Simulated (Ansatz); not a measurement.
# Li: further runs on the relaxed cell

One table from this session's results is given with a row withheld; the runs are named, their logs left out.

This is Li in the fcc structure; at room conditions it is bcc.

Program: Ansatz 0.2.0. Level of theory: DFT r2SCAN, scalar-relativistic, plane waves, PAW. These are calculated values, not measurements.

1 further run of the same task is left out (set aside as unsound or not needed).

### The starting structure

The structure is cubic, space group Fm-3m (No. 225). Conventional cell: a = 4.376 Å, b = 4.376 Å, c = 4.376 Å, α = 90.00°, β = 90.00°, γ = 90.00°. Around Li (site symmetry m-3m) lie 12 Li at 3.09 Å.

Coordinates:

```cif
data_structure
_symmetry_space_group_name_H-M 'P 1'
_symmetry_Int_Tables_number 1
_cell_length_a 3.0946
_cell_length_b 3.0946
_cell_length_c 3.0946
_cell_angle_alpha 60.000
_cell_angle_beta 60.000
_cell_angle_gamma 60.000
_cell_volume 20.96
loop_
_atom_site_label
_atom_site_type_symbol
_atom_site_fract_x
_atom_site_fract_y
_atom_site_fract_z
_atom_site_occupancy
Li1 Li 0.00000 0.00000 0.00000 1
```

This cell was relaxed beforehand with the same method: volume 20.96 Å³/atom, gap on the mesh none (metal).

Set-up of the first run:

The input, input.yaml:

```yaml
crystal:
  lattice:
    - [0.0, 2.1882032979, 2.1882032979]
    - [2.1882032979, 0.0, 2.1882032979]
    - [2.1882032979, 2.1882032979, 0.0]
  atoms:
    - { symbol: Li, position: [0.0, 0.0, 0.0] }
basis:
  ecutwfc: 500
kpoints:
  mp_grid: { grid: [16, 16, 16] }
  band_path:
    path:
      - [[0.0, 0.0, 0.0], [0.5, 0.0, 0.5], [0.625, 0.25, 0.625]]
      - [[0.375, 0.375, 0.75], [0.0, 0.0, 0.0], [0.5, 0.5, 0.5], [0.5, 0.25, 0.75], [0.5, 0.0, 0.5]]
    npoints: 14
hamiltonian:
  xc: r2scan
scf:
  occupations: { method: gaussian, width: 0.1 }
  n_extra_bands: 6
output:
  forces: true
  stress: true
  eigenvalues: true
  populations: true
  dos: { projected: true, de: 0.02, nscf_kmesh: { grid: [24, 24, 24] } }
  bader: true
  write_density: true
  write_potential: true
  elf: true
  volumetric_format: npy
```

Launch:

```
> ansatz run input.yaml --threads 1 --pin off --max-ram 2560MiB --backend cpu --events-out ev --progress --plain --runs-dir out
```

Among the steps run: Bands, states and charges; Back to the database's cell; Volume × 0.97; The cell scaled to 1.03 of its volume; Volume × 0.94; The cell scaled to 1.06 of its volume; Point at V/V0 = 0.91; Point at V/V0 = 1.10; The cell scaled to 0.88 of its volume.

One table of the session follows, with a row left open; its other results are not shown here.

It belongs to the step «Fit of the equation of state». 

| volume (Å³/atom) | energy above the lowest point (meV/atom) | pressure (GPa) |
| --- | --- | --- |
| 18.441 | 14.7 | 2.06 |
| 19.069 | 7.9 | 1.44 |
| 19.698 | 3.3 | 0.89 |
| 20.327 | 0.8 | 0.42 |
| 20.955 | 0.0 | 0.00 |
| 21.584 | 0.7 | -0.36 |
| 22.213 | ? | ? |
| 23.051 | 7.4 | -1.06 |

Estimate the missing values for volume (Å³/atom) = 22.213.

Worked estimate for «energy above the lowest point (meV/atom)». A straight line through the neighbours (21.584, 0.7) and (23.051, 7.4) gives 0.7 + (7.4 − 0.7) × (22.213 − 21.584) / (23.051 − 21.584) = 3.6; a parabola fitted to 3 rows on both sides gives 2.7.

As computed: energy above the lowest point (meV/atom): 2.8; pressure (GPa): -0.69. In «energy above the lowest point (meV/atom)» the line misses by +0.8 and the parabola by -0.1.
